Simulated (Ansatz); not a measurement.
In doubt: masses and optical values from hybrid runs of this build are listed as unsure (in some of the runs), which bears on the screening that GW takes from such a start.

Consider AlAs (F-43m).

```
Al As
1.0
     0.00000    2.83040    2.83040
     2.83040    0.00000    2.83040
     2.83040    2.83040    0.00000
Al As
1 1
Cartesian
  0.0000 0.0000 0.0000
  1.4152 1.4152 1.4152
```

The cell and positions come from the Crystallography Open Database and are kept as given unless a step says otherwise.

Gaps computed with Ansatz 0.2.0 without a self-energy: HSE06 2.09 eV, PBE0 2.77 eV and LDA 1.35 eV.

Question: What gap should G0W0 on HSE06 give (6×6×6 mesh, 135 empty bands, screening to 120 eV, PAW set soft_1 files)?

About 2.37 eV: on its mesh the run moves the gap from 2.08 eV by +0.29 eV. Among the scalar-relativistic levels given, HSE06 is nearest (−0.28 eV). Bands and cutoff are finite, so the gap is not at the basis limit. The miss can reach some tenths of an eV and take either sign; the mesh is an error of its own. The many-body steps are scalar-relativistic: spin-orbit coupling is not in them.

[Paths, hosts, dates, memory and timing lines, banners, echoed tables and standing remarks are left out of the program output.]

[Logs are printed without paths, hosts, clocks, repeated set-up lines and the standing remarks that a program may print on its own settings, such as how far it seeks lower states.]

[Runs of the session that timed out or met a known fault of the program may be left out.]

[Cells called generated may have been cut or substituted from an entry of the Crystallography Open Database or the Materials Project.]

[Hosts, paths, dates, database ids (printed as entryN), source tags and the programs' standing remarks are cut or masked in the printed files.]
